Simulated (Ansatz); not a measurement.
## TiO2: relaxation of cell and atoms with BLYP+D3(BJ)

The system is TiO2.

```xyz
12
Lattice="4.5453 0.0000 0.0000 0.0000 5.5196 0.0000 0.0000 0.0000 4.9092" Properties=species:S:1:pos:R:3 pbc="T T T"
Ti    0.0000    0.9548    3.6819
Ti    2.2727    1.8050    1.2273
Ti    0.0000    4.5648    1.2273
Ti    2.2727    3.7147    3.6819
O     1.2338    2.1070    4.5098
O     3.5065    0.6528    0.3994
O     1.0388    0.6528    2.0552
O     3.3115    2.1070    2.8540
O     1.2338    3.4126    2.0552
O     3.5065    4.8668    2.8540
O     1.0388    4.8668    4.5098
O     3.3115    3.4126    0.3994
```

Measurements of this composition are mostly on another form, of space group No. 141.

```yaml
Program: Ansatz 0.2.0
Task: relaxation of cell and atoms
Functional: BLYP
Dispersion: D3(BJ)
Potentials_or_basis: Ansatz PAW
Cutoff: "420 eV (not typed: the program's choice for these potentials)"
k_mesh: 6 × 5 × 6
Occupations: fermi-dirac, width 0.05 eV
Spin: no spin polarisation
```

- Relaxed volume: 10.31 Å³/atom
- Relaxed cell: a = 4.548 Å, b = 5.544 Å, c = 4.909 Å, α = 90.00°, β = 90.00°, γ = 90.00°
- Space group after relaxing (to 0.05 Å): Pbcn (No. 60)
- Energy gained by relaxing: 1.0 meV/atom
- Ionic steps: 10
- Pressure after relaxing: 0.0 GPa
- Band gap on the k mesh: 2.65 eV, indirect (least direct gap 2.68 eV)

The path:
| step | energy change (eV) | largest force (eV/Å) | volume (Å³) |
| --- | --- | --- | --- |
| 1 | 0.0000 | 0.1423 | 123.16 |
| 2 | -0.0034 | 0.1350 | 123.49 |
| 3 | -0.0055 | 0.1019 | 123.69 |
| 4 | -0.0052 | 0.0797 | 123.78 |
| 5 | -0.0082 | 0.0115 | 123.78 |
| 6 | -0.0088 | 0.0033 | 123.69 |
| 7 | -0.0086 | 0.0008 | 123.72 |
| 8 | -0.0119 | 0.0007 | 123.72 |
| 9 | -0.0118 | 0.0003 | 123.76 |
| 10 | -0.0119 | 0.0003 | 123.76 |

Final structure:
```cif
data_structure
_symmetry_space_group_name_H-M 'P 1'
_symmetry_Int_Tables_number 1
_cell_length_a 4.5476
_cell_length_b 5.5438
_cell_length_c 4.9089
_cell_angle_alpha 90.000
_cell_angle_beta 90.000
_cell_angle_gamma 90.000
_cell_volume 123.76
loop_
_atom_site_label
_atom_site_type_symbol
_atom_site_fract_x
_atom_site_fract_y
_atom_site_fract_z
_atom_site_occupancy
Ti1 Ti 0.00000 0.17700 0.75000 1
Ti2 Ti 0.50000 0.32300 0.25000 1
Ti3 Ti 0.00000 0.82300 0.25000 1
Ti4 Ti 0.50000 0.67700 0.75000 1
O1 O 0.26933 0.38250 0.91953 1
O2 O 0.76933 0.11750 0.08047 1
O3 O 0.23067 0.11750 0.41953 1
O4 O 0.73067 0.38250 0.58047 1
O5 O 0.26933 0.61750 0.41953 1
O6 O 0.76933 0.88250 0.58047 1
O7 O 0.23067 0.88250 0.91953 1
O8 O 0.73067 0.61750 0.08047 1
```

Levels at points of the mesh, in eV from the valence-band top:
```tsv
k point	band 45	band 46	band 47	band 48	band 49	band 50	band 51	band 52
(0.00, 0.00, 0.00)	-0.48	-0.43	-0.06	0.00	2.68	2.70	2.81	2.85
(0.00, 0.00, -0.50)	-0.41	-0.41	-0.31	-0.31	2.65	2.65	3.06	3.06
(-0.50, 0.00, 0.00)	-0.50	-0.50	-0.25	-0.25	3.16	3.16	3.25	3.25
(-0.50, 0.00, -0.50)	-0.50	-0.50	-0.50	-0.50	2.99	2.99	2.99	2.99
```

Wall time 69 s on 4 threads of Arm Neoverse V2, with other jobs on the host, peak memory 0.66 GiB.

Caveat: odd divisions of the mesh miss points on the zone boundary, where band edges often lie, so the gap on the mesh can be too wide; the plane-wave basis is chosen anew once the cell has moved, so the energies of steps on either side of that aren't comparable; the pressure holds a Pulay correction of +0.9 GPa for the finite cutoff; the PAW data sets come from PBE, with cores solved anew for the run's functional, which leaves a small shift of forces and pressure. A hybrid or GW would open this gap; BLYP tends to underestimate it.
